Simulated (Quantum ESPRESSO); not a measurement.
# GaN (P6_3mc) in Quantum ESPRESSO: settings compared, part 3 of 4

Quantum ESPRESSO 7.5. The steps go on from the part before.

## 4. Wannier functions, PBE

pw.in reads:

```
&CONTROL
  calculation = 'scf'
  prefix = 'pwscf'
  outdir = './tmp'
  pseudo_dir = './pseudo'
  tprnfor = .true.
  tstress = .true.
  disk_io = 'low'
/
&SYSTEM
  ibrav = 0
  celldm(1) = 8
  nat = 4
  ntyp = 2
  ecutwfc = 56
  ecutrho = 448
  nbnd = 33
  occupations = 'smearing'
  smearing = 'fd'
  degauss = 0.00367493
/
&ELECTRONS
  conv_thr = 8d-10
  electron_maxstep = 120
  mixing_beta = 0.5
/
ATOMIC_SPECIES
Ga    69.7230 ga_pbe_v1.4.uspp.F.UPF
N     14.0070 n_pbe_v1.2.uspp.F.UPF
CELL_PARAMETERS alat
  0.7511661345387   0.0000000000000   0.0000000000000
 -0.3755830672694   0.6505289549650   0.0000000000000
  0.0000000000000   0.0000000000000   1.2202906449771
ATOMIC_POSITIONS crystal
Ga     0.6666666667    0.3333333333    0.5000000000
Ga     0.3333333333    0.6666666667    0.0000000000
N      0.6666666667    0.3333333333    0.8750000000
N      0.3333333333    0.6666666667    0.3750000000
K_POINTS automatic
8 8 4 0 0 0
```

nscf.in is that of step 3.

pw2wan.in reads:

```
&INPUTPP
  prefix = 'pwscf'
  outdir = './tmp'
  seedname = 'w'
  write_mmn = .true.
  write_amn = .true.
/
```

bands.in is that of step 3.

Changes to w.win since step 3:

```diff
@@ -3,3 +3,3 @@
 guiding_centres = true
-dis_froz_max = 14.03
+dis_froz_max = 15.03
 dis_num_iter = 600
@@ -7,3 +7,3 @@
 dis_conv_tol = 1.0d-9
-num_iter = 1200
+num_iter = 0
 conv_tol = 1.0d-8
```

Potentials or basis: GBRV 1.5 PBE.

The run is started by

```
$ OMP_NUM_THREADS=1 pw.x -in pw.in > pw.out
$ OMP_NUM_THREADS=1 pw.x -in nscf.in > nscf.out
$ wannier90.x -pp w
$ OMP_NUM_THREADS=1 pw2wannier90.x -in pw2wan.in > pw2wan.out
$ wannier90.x w
$ OMP_NUM_THREADS=1 pw.x -in bands.in > bands.out
```

pw.out:

```text
This program is part of the open-source Quantum ESPRESSO suite
     for quantum simulation of materials; please cite
         "P. Giannozzi et al., J. Phys.:Condens. Matter 21 395502 (2009);
         "P. Giannozzi et al., J. Phys.:Condens. Matter 29 465901 (2017);
         "P. Giannozzi et al., J. Chem. Phys. 152 154105 (2020);
     in publications or presentations arising from this work. More details at

     Message from routine setup:
     using ibrav=0 with symmetry is DISCOURAGED, use correct ibrav instead

     G-vector sticks info
     --------------------
     sticks:   dense  smooth     PW     G-vecs:    dense   smooth      PW
     Sum        1123     559    163                48899    17333    2863

     Using Slab Decomposition

     bravais-lattice index     =            0
     lattice parameter (alat)  =       8.0000  a.u.
     unit-cell volume          =     305.3064 (a.u.)^3
     number of atoms/cell      =            4
     number of atomic types    =            2
     number of electrons       =        48.00
     number of Kohn-Sham states=           33
     kinetic-energy cutoff     =      56.0000  Ry
     charge density cutoff     =     448.0000  Ry
     scf convergence threshold =      8.0E-10
     mixing beta               =       0.5000
     number of iterations used =            8  plain     mixing
     Exchange-correlation= SLA  PW   PBE  PBE
                           (   1   4   3   4   0   0   0)

     celldm(1)=   8.000000  celldm(2)=   0.000000  celldm(3)=   0.000000
     celldm(4)=   0.000000  celldm(5)=   0.000000  celldm(6)=   0.000000

     crystal axes: (cart. coord. in units of alat)
               a(1) = (   0.751166   0.000000   0.000000 )
               a(2) = (  -0.375583   0.650529   0.000000 )
               a(3) = (   0.000000   0.000000   1.220291 )

     reciprocal axes: (cart. coord. in units 2 pi/alat)
               b(1) = (  1.331263  0.768605 -0.000000 )
               b(2) = (  0.000000  1.537211  0.000000 )
               b(3) = (  0.000000 -0.000000  0.819477 )

     PseudoPot. # 1 for Ga read from file:
     ga_pbe_v1.4.uspp.F.UPF
     Pseudo is Ultrasoft + core correction, Zval = 19.0
     Generated by new atomic code, or converted to UPF format
     Using radial grid of  871 points,  6 beta functions with:
                l(1) =   0
                l(2) =   0
                l(3) =   1
                l(4) =   1
                l(5) =   2
                l(6) =   2
     Q(r) pseudized with  8 coefficients,  rinner =    1.250   1.250   1.250
                                                       1.250   1.250

     PseudoPot. # 2 for N  read from file:
     n_pbe_v1.2.uspp.F.UPF
     Pseudo is Ultrasoft + core correction, Zval =  5.0
     Generated by new atomic code, or converted to UPF format
     Using radial grid of  729 points,  4 beta functions with:
                l(1) =   0
                l(2) =   0
                l(3) =   1
                l(4) =   1
     Q(r) pseudized with  8 coefficients,  rinner =    0.900   0.900   0.900

     atomic species   valence    mass     pseudopotential
     Ga               19.00    69.72300     Ga( 1.00)
     N                 5.00    14.00700     N ( 1.00)

     12 Sym. Ops. (no inversion) found ( 6 have fractional translation)

   Cartesian axes

     site n.     atom                  positions (alat units)
         1        Ga     tau(   1) = (   0.3755831   0.2168430   0.6101453  )
         2        Ga     tau(   2) = (  -0.0000000   0.4336860   0.0000000  )
         3        N      tau(   3) = (   0.3755831   0.2168430   1.0677543  )
         4        N      tau(   4) = (  -0.0000000   0.4336860   0.4576090  )

     number of k points=    30  Fermi-Dirac smearing, width (Ry)=  0.0037
                       cart. coord. in units 2pi/alat
        k(    1) = (   0.0000000   0.0000000   0.0000000), wk =   0.0078125
        k(    2) = (   0.0000000   0.0000000   0.2048692), wk =   0.0156250
        k(    3) = (   0.0000000   0.0000000  -0.4097385), wk =   0.0078125
        k(    4) = (   0.0000000   0.1921513   0.0000000), wk =   0.0468750
        k(    5) = (   0.0000000   0.1921513   0.2048692), wk =   0.0937500
        k(    6) = (   0.0000000   0.1921513  -0.4097385), wk =   0.0468750
[... 22 lines left out ...]
        k(   29) = (   0.3328159   0.7686053   0.2048692), wk =   0.0937500
        k(   30) = (   0.3328159   0.7686053  -0.4097385), wk =   0.0468750

     Dense  grid:    48899 G-vectors     FFT dimensions: (  45,  45,  72)

     Smooth grid:    17333 G-vectors     FFT dimensions: (  30,  30,  48)

     Check: negative core charge=   -0.000001

     Initial potential from superposition of free atoms

     starting charge      46.0000, renormalised to      48.0000
     Starting wfcs are   32 randomized atomic wfcs +    1 random wfcs

     Self-consistent Calculation

     iteration #  1     ecut=    56.00 Ry     beta= 0.50
     Davidson diagonalization with overlap
     ethr =  1.00E-02,  avg # of iterations =  4.7

     total energy              =    -866.03268749 Ry
     estimated scf accuracy    <      10.87764732 Ry

     iteration #  2     ecut=    56.00 Ry     beta= 0.50
     Davidson diagonalization with overlap
     ethr =  1.00E-02,  avg # of iterations =  2.0
[... 50 lines left out ...]
     total energy              =    -871.09998292 Ry
     estimated scf accuracy    <          3.0E-09 Ry

     iteration # 10     ecut=    56.00 Ry     beta= 0.50
     Davidson diagonalization with overlap
     ethr =  6.16E-12,  avg # of iterations =  3.2

     End of self-consistent calculation

          k = 0.0000 0.0000 0.0000 (  2177 PWs)   bands (ev):

   -81.6659 -81.6657 -81.6657 -81.6655 -81.6655 -81.6645  -5.0214  -4.0504
    -2.3891  -2.3673  -2.3673  -2.3021  -2.3021  -2.1071  -2.1071  -2.0040
    -2.0040  -0.7633   3.8983   9.9812   9.9812  10.9842  11.0444  11.0444
    13.0344  15.3576  20.3019  20.9821  20.9821  21.9094  22.8295  22.8295
    25.6610

          k = 0.0000 0.0000 0.2049 (  2153 PWs)   bands (ev):
[... 81 lines left out ...]
   -81.6666 -81.6666 -81.6659 -81.6659 -81.6650 -81.6650  -3.9694  -3.9694
    -2.3130  -2.3130  -2.2055  -2.2055  -2.0993  -2.0993  -2.0219  -2.0219
    -1.0109  -1.0109   5.0994   5.0994   8.9933   8.9933   9.2667   9.2667
    15.7630  15.7630  18.9305  18.9305  21.0714  21.0714  23.1935  23.1935
    26.1001

          k = 0.0000-0.7686 0.0000 (  2180 PWs)   bands (ev):

   -81.6668 -81.6666 -81.6661 -81.6657 -81.6654 -81.6649  -4.0710  -3.8785
    -2.3191  -2.2939  -2.1967  -2.1501  -2.1009  -2.0948  -2.0146  -1.9774
    -0.8853  -0.3484   4.5535   5.7481   6.7694   8.2610   8.7825  10.0544
    16.1253  16.6672  17.1191  19.7177  21.4385  21.4947  23.5386  24.5311
    25.1604

          k = 0.0000-0.7686 0.2049 (  2170 PWs)   bands (ev):

   -81.6668 -81.6667 -81.6660 -81.6658 -81.6652 -81.6649  -4.0165  -3.8801
    -2.3325  -2.2637  -2.2409  -2.1545  -2.1237  -2.0521  -2.0131  -1.9905
    -0.8305  -0.4431   4.2785   5.1444   7.7054   8.4906   9.3178   9.7489
    15.3896  16.1639  18.6598  18.9509  21.4112  21.9001  21.9965  24.6144
    24.9008

          k = 0.0000-0.7686-0.4097 (  2160 PWs)   bands (ev):

   -81.6668 -81.6668 -81.6659 -81.6659 -81.6650 -81.6650  -3.9209  -3.9209
    -2.3222  -2.3222  -2.1909  -2.1909  -2.0775  -2.0775  -2.0067  -2.0067
    -0.6601  -0.6601   4.3976   4.3976   9.0832   9.0832   9.1175   9.1175
    15.4811  15.4811  18.8869  18.8869  21.0752  21.0752  23.3104  23.3104
    26.3764

          k = 0.1664 0.2882 0.0000 (  2153 PWs)   bands (ev):

   -81.6661 -81.6660 -81.6658 -81.6658 -81.6656 -81.6646  -4.6084  -3.9566
    -2.3316  -2.3230  -2.2556  -2.2499  -2.1560  -2.1371  -2.1022  -2.0602
    -1.9897  -0.4638   4.5323   7.7584   8.3328   9.2997  10.4788  10.4955
    15.1704  17.2863  19.0835  19.0848  21.5233  21.6600  22.0547  23.7920
    24.7718
[... 107 lines left out ...]
   -81.6666 -81.6666 -81.6662 -81.6662 -81.6650 -81.6650  -3.8832  -3.8832
    -2.2605  -2.2605  -2.2214  -2.2214  -2.0920  -2.0920  -2.0486  -2.0486
    -0.3946  -0.3946   4.7676   4.7676   7.1096   7.1096   9.5030   9.5030
    17.1465  17.1465  18.8023  18.8023  20.0558  20.0558  24.3261  24.3261
    25.9921

     the Fermi energy is    12.1019 ev

!    total energy              =    -871.09998293 Ry
     estimated scf accuracy    <          5.5E-11 Ry
     smearing contrib. (-TS)   =      -0.00000000 Ry
     internal energy E=F+TS    =    -871.09998293 Ry

     The total energy is F=E-TS. E is the sum of the following terms:
     one-electron contribution =    -672.24608541 Ry
     hartree contribution      =     362.09986878 Ry
     xc contribution           =    -108.20255786 Ry
     ewald contribution        =    -452.75120843 Ry

     convergence has been achieved in  10 iterations

     Forces acting on atoms (cartesian axes, Ry/au):

     atom    1 type  1   force =     0.00000000    0.00000000   -0.00531018
     atom    2 type  1   force =     0.00000000    0.00000000   -0.00531018
     atom    3 type  2   force =     0.00000000    0.00000000    0.00531018
     atom    4 type  2   force =     0.00000000    0.00000000    0.00531018

     Total force =     0.010620     Total SCF correction =     0.000017

     Computing stress (Cartesian axis) and pressure

          total   stress  (Ry/bohr**3)                   (kbar)     P=       76.17
   0.00046899   0.00000000   0.00000000           68.99        0.00        0.00
   0.00000000   0.00046899   0.00000000            0.00       68.99        0.00
   0.00000000   0.00000000   0.00061550            0.00        0.00       90.54

=------------------------------------------------------------------------------=
   JOB DONE.
=------------------------------------------------------------------------------=
```

It took 9.4 min on 1 thread of Arm Neoverse V1, shared host; peak memory 0.25 GiB.

What came out:

```yaml
Free_energy: -11851.9190 eV
Pressure: 7.6 GPa
Largest_force: 0.137 eV/Å
Band_gap_on_the_k_mesh: 1.99 eV, direct
Band_gap_along_the_path: 1.99 eV, direct
Total_Wannier_spread: 20.46 Å² over 26 functions
RMS_miss_of_the_Wannier_bands: 0.006 eV
```

Forces in eV/Å, atoms in the order of the input:
```
Ga   0.000  0.000 -0.137
Ga   0.000  0.000 -0.137
N    0.000  0.000  0.137
N    0.000  0.000  0.137
```

Stress tensor (GPa, compression positive):
```
6.90 0.00 0.00
0.00 6.90 0.00
0.00 0.00 9.05
```

Levels at the corners of the path, in eV from the valence-band top:
```csv
point,band 22,band 23,band 24,band 25,band 26,band 27
Γ,-0.06,0.00,0.00,1.99,4.31,9.26
M,-2.78,-2.26,-0.99,5.08,5.62,6.07
K,-3.04,-3.04,-2.71,5.13,7.88,7.88
Γ,-0.06,0.00,0.00,1.99,4.31,9.26
A,-0.54,-0.54,-0.54,4.31,4.31,8.55
L,-1.96,-1.93,-1.93,4.44,4.44,7.84
H,-4.22,-1.51,-1.51,6.50,6.50,7.33
A,-0.54,-0.54,-0.54,4.31,4.31,8.55
L,-1.96,-1.93,-1.93,4.44,4.44,7.84
M,-2.78,-2.26,-0.99,5.08,5.62,6.07
K,-3.04,-3.04,-2.71,5.13,7.88,7.88
H,-4.22,-1.51,-1.51,6.50,6.50,7.33
```

Wannier functions:
```csv
function,nearest atom,distance (Å),spread (Å²),on-site energy from the reference level (eV)
1,1 Ga,0.00,1.48,1.57
2,1 Ga,0.21,1.63,7.46
3,1 Ga,0.17,1.61,7.46
4,1 Ga,0.18,1.61,7.46
5,1 Ga,0.00,0.25,-14.20
6,1 Ga,0.00,0.25,-14.15
7,1 Ga,0.00,0.25,-14.15
8,1 Ga,0.00,0.25,-14.17
9,1 Ga,0.00,0.25,-14.17
10,2 Ga,0.00,1.48,1.56
11,2 Ga,0.22,1.63,7.45
12,2 Ga,0.17,1.61,7.47
13,2 Ga,0.17,1.61,7.47
14,2 Ga,0.00,0.25,-14.20
15,2 Ga,0.00,0.25,-14.15
16,2 Ga,0.00,0.25,-14.15
17,2 Ga,0.00,0.25,-14.17
18,2 Ga,0.00,0.25,-14.17
19,3 N,0.00,0.62,-11.57
20,3 N,0.05,0.67,-1.20
21,3 N,0.04,0.67,-1.16
22,3 N,0.04,0.67,-1.16
23,4 N,0.00,0.62,-11.57
24,4 N,0.05,0.67,-1.21
25,4 N,0.04,0.67,-1.16
26,4 N,0.04,0.67,-1.16
```

Parts of the spread (Å²): invariant 12.28, diagonal 0.006, off-diagonal 8.18, total 20.46. Against the direct bands the interpolation misses by 6 meV (root mean square) and 43 meV at most, for states up to 1 eV over the reference level.

(Part 3 of 4 ends here.)
